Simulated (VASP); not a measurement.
# GaCo (P4/mmm) in VASP: single point with LDA

Aim: the single point of GaCo with LDA.

All numbers are computed with VASP 6.6.1; they aren't measurements. Logs are shortened: lines on timing, memory, paths and dates and some standing lists are left out, and cuts for length are marked.

## (1) The cell of the first run

Symmetry: P4/mmm, No. 123, tetragonal system. The conventional cell has a = 2.744 Å, b = 2.744 Å, c = 3.166 Å, α = 90.00°, β = 90.00°, γ = 90.00°. Around Ga (site symmetry 4/mmm) lie 8 Co at 2.50 Å and 4 Ga at 2.74 Å. Co (site symmetry 4/mmm) is surrounded by 8 Ga at 2.50 Å and 4 Co at 2.74 Å.

## (2) Single point, LDA, collinear spin, typed start

The input, INCAR:

```
SYSTEM = GaCo
ALGO = Fast ; EDIFF = 1E-6
ENCUT = 520 ; GGA = CA
ISIF = 2 ; ISMEAR = -1
ISPIN = 2 ; LASPH = .TRUE.
LCHARG = .FALSE. ; LMAXMIX = 4
LORBIT = 11 ; LREAL = .FALSE.
LWAVE = .FALSE. ; MAGMOM = 0 2
NBANDS = 22 ; NELM = 150
PREC = Accurate ; SIGMA = 0.05
```

The input, KPOINTS:

```
k-points
0
G
  9 9 8
  0 0 0
```

The input, POSCAR:

```
GaCo
1.0
    2.7440653317      0.0000000000      0.0000000000
    0.0000000000      2.7440653317      0.0000000000
    0.0000000000      0.0000000000      3.1658000000
Ga Co
1 1
Direct
    0.5000000000      0.5000000000      0.5000000000
    0.0000000000      0.0000000000      0.0000000000
```

Potentials or basis: VASP PAW LDA potentials, release 64 (Ga_d, Co).

On the command line:

```sh
> cat potpaw_LDA.64/Ga_d/POTCAR potpaw_LDA.64/Co/POTCAR > POTCAR
> mpirun -np 1 vasp_std > vasp.out
```

OUTCAR:

```text
SYSTEM = GaCo
   EDIFF = 1E-6
   ENCUT = 520
   GGA = CA
   ISIF = 2
   ISMEAR = -1
   ISPIN = 2
   LASPH = .TRUE.
   LORBIT = 11
   LREAL = .FALSE.
   NELM = 150
   PREC = Accurate

 ion  position               nearest neighbor table
   1  0.500  0.500  0.500-   2 2.50   2 2.50   2 2.50   2 2.50   2 2.50   2 2.50   2 2.50   2 2.50

   2  0.000  0.000  0.000-   1 2.50   1 2.50   1 2.50   1 2.50   1 2.50   1 2.50   1 2.50   1 2.50

  LATTYP: Found a simple tetragonal cell.
 ALAT       =     2.7440653317
 C/A-ratio  =     1.1536897330

  Lattice vectors:

 A1 = (   2.7440653317,   0.0000000000,   0.0000000000)
 A2 = (   0.0000000000,   2.7440653317,   0.0000000000)
 A3 = (   0.0000000000,   0.0000000000,   3.1658000000)

Analysis of symmetry for initial positions (statically):
=====================================================================
 Subroutine PRICEL returns:
 Original cell was already a primitive cell.

 Routine SETGRP: Setting up the symmetry group for a
 simple tetragonal supercell.

 Subroutine GETGRP returns: Found 16 space group operations
 (whereof 16 operations were pure point group operations)
 out of a pool of 16 trial point group operations.

The static configuration has the point symmetry D_4h.

Analysis of symmetry for dynamics (positions and initial velocities):
=====================================================================
 Subroutine PRICEL returns:
 Original cell was already a primitive cell.

 Routine SETGRP: Setting up the symmetry group for a
 simple tetragonal supercell.

 Subroutine GETGRP returns: Found 16 space group operations
 (whereof 16 operations were pure point group operations)
 out of a pool of 16 trial point group operations.

The dynamic configuration has the point symmetry D_4h.

Analysis of structural, dynamic, and magnetic symmetry:
=====================================================================
 Subroutine PRICEL returns:
 Original cell was already a primitive cell.

 Routine SETGRP: Setting up the symmetry group for a
 simple tetragonal supercell.

 Subroutine GETGRP returns: Found 16 space group operations
 (whereof 16 operations were pure point group operations)
 out of a pool of 16 trial point group operations.

The overall configuration has the point symmetry D_4h.

 Subroutine INISYM returns: Found 16 space group operations
 (whereof 16 operations are pure point group operations),
 and found     1 'primitive' translations

----------------------------------------------------------------------------------------

                                     Primitive cell

  volume of cell :      23.8381

  direct lattice vectors                    reciprocal lattice vectors
[... 115 lines left out ...]
   IVDW    =     0    specifies the selected vdW correction
   LEPSILON=     F    determine dielectric tensor
   LRPA    =     F    only Hartree local field effects (RPA)
 spin polarized calculation
 RMM-DIIS sequential band-by-band and
  energy-cutoff  :      520.00
  volume of cell :       23.84
 maximum number of plane-waves:       657
   NGX = 11   NGY = 11   NGZ = 11

 number of electron      22.0000001 magnetization      -0.0013878

 number of electron      22.0000001 magnetization       0.0000486

 Free energy of the ion-electron system (eV)
  ---------------------------------------------------
  ext. energy  EPLUGINS =         0.00000000
  ---------------------------------------------------
  free energy    TOTEN  =       -12.43118814 eV

  energy without entropy =      -12.42140129  energy(sigma->0) =      -12.42629472

 E-fermi :   9.2984     XC(G=0): -13.5377

 val. band max:        9.2772176406   @ k =   0.4444   0.2222   0.3750
 cond. band min:       9.3213916105   @ k =   0.3333   0.2222   0.5000
 fundamental gap:      0.0441739699
 Fermi energy:         9.2983543488

 spin component 1

 k-point     1 :       0.0000    0.0000    0.0000
  band No.  band energies     occupation
      1      -5.8601      1.00000
      2      -5.7244      1.00000
      3      -5.4232      1.00000
      4      -5.4232      1.00000
      5      -5.3744      1.00000
      6      -2.5771      1.00000
[... 589 lines left out ...]
     21      31.9600      0.00000
     22      34.5673      0.00000

 [... further k-points ...]

 spin component 2

 k-point     1 :       0.0000    0.0000    0.0000
  band No.  band energies     occupation
      1      -5.8601      1.00000
      2      -5.7244      1.00000
      3      -5.4232      1.00000
      4      -5.4232      1.00000
      5      -5.3745      1.00000
      6      -2.5771      1.00000
[... 589 lines left out ...]
     21      31.9593      0.00000
     22      34.5678      0.00000

 [... further k-points ...]

------------------------ aborting loop because EDIFF is reached ----------------------------------------

  FORCE on cell =-STRESS in cart. coord.  units (eV):
  Direction    XX          YY          ZZ          XY          YZ          ZX
  --------------------------------------------------------------------------------------
  -------------------------------------------------------------------------------------
  Total       -1.5199178     -1.5199178     -2.3524386      0.0000000     -0.0000000      0.0000000
  in kB     -102.1546926   -102.1546926   -158.1089736      0.0000000     -0.0000000      0.0000000
  external PRESSURE =    -120.8061196 kB  Pullay stress =       0.0000000 kB

 VOLUME and BASIS-vectors are now :
 -----------------------------------------------------------------------------
  energy-cutoff  :      520.00
  volume of cell :       23.84
      direct lattice vectors                 reciprocal lattice vectors
     2.744065332  0.000000000  0.000000000     0.364422810  0.000000000  0.000000000
     0.000000000  2.744065332  0.000000000     0.000000000  0.364422810  0.000000000
     0.000000000  0.000000000  3.165800000     0.000000000  0.000000000  0.315875924

 POSITION                                       TOTAL-FORCE (eV/Angst)
 -----------------------------------------------------------------------------------
      1.37203      1.37203      1.58290         0.000000      0.000000      0.000000
      0.00000      0.00000      0.00000         0.000000      0.000000      0.000000
 -----------------------------------------------------------------------------------
    total drift:                               -0.000000      0.000000      0.000000

  FREE ENERGIE OF THE ION-ELECTRON SYSTEM (eV)
  ---------------------------------------------------
  free  energy   TOTEN  =       -12.4311881428 eV

  energy  without entropy=      -12.4214012920  energy(sigma->0) =      -12.42629472

 total charge

# of ion       s       p       d       tot
------------------------------------------
    1        0.862   0.897  10.047  11.806
    2        0.398   0.444   7.522   8.364
--------------------------------------------------
tot          1.260   1.341  17.569  20.170

 magnetization (x)

# of ion       s       p       d       tot
------------------------------------------
    1        0.000   0.000  -0.000   0.000
    2       -0.000   0.000   0.000   0.000
--------------------------------------------------
tot          0.000   0.000   0.000   0.000
```

OSZICAR:

```text
N       E                     dE             d eps       ncg     rms          rms(c)
DAV:   1     0.116723526301E+03    0.11672E+03   -0.96247E+03  7478   0.178E+03
DAV:   2    -0.295464295530E+01   -0.11968E+03   -0.11213E+03  6810   0.321E+02
DAV:   3    -0.130199981866E+02   -0.10065E+02   -0.98945E+01  7482   0.792E+01
DAV:   4    -0.131931755081E+02   -0.17318E+00   -0.17306E+00  7854   0.106E+01
DAV:   5    -0.131994678709E+02   -0.62924E-02   -0.62920E-02  8914   0.184E+00    0.109E+01
RMM:   6    -0.145278013527E+02   -0.13283E+01   -0.51685E+00  9136   0.188E+01    0.130E+01
RMM:   7    -0.124537154855E+02    0.20741E+01   -0.13671E+00  9081   0.100E+01    0.249E+00
RMM:   8    -0.124368804258E+02    0.16835E-01   -0.48059E-02  9719   0.177E+00    0.723E-01
RMM:   9    -0.124317980122E+02    0.50824E-02   -0.16643E-02 10430   0.831E-01    0.450E-01
RMM:  10    -0.124312494749E+02    0.54854E-03   -0.28777E-03 10665   0.342E-01    0.132E-01
RMM:  11    -0.124311653289E+02    0.84146E-04   -0.63257E-04 10925   0.163E-01    0.788E-02
RMM:  12    -0.124311815766E+02   -0.16248E-04   -0.15888E-04 11464   0.809E-02    0.250E-02
RMM:  13    -0.124311856106E+02   -0.40341E-05   -0.53688E-05 11034   0.398E-02    0.976E-03
RMM:  14    -0.124311877483E+02   -0.21377E-05   -0.17445E-05  9957   0.209E-02    0.944E-03
RMM:  15    -0.124311881428E+02   -0.39451E-06   -0.57429E-06  8575   0.133E-02
   1 F= -.12431188E+02 E0= -.12426295E+02  d E =-.978685E-02  mag=    -0.0003
```

It took 28 s on 1 thread of Intel Xeon 6975P-C (Granite Rapids), shared host; peak memory 0.17 GiB.

Results:

```
Free energy                                           : -12.4312 eV
Pressure                                              : -12.1 GPa
Band gap on the k mesh                                : none (metal or under the smearing width)
Net moment                                            : 0.00 μB per cell
Valence electrons inside the program's atomic spheres : Ga 11.81; Co 8.36
```

Caveat: the starting moments collapsed, and a magnetic state may lie lower.
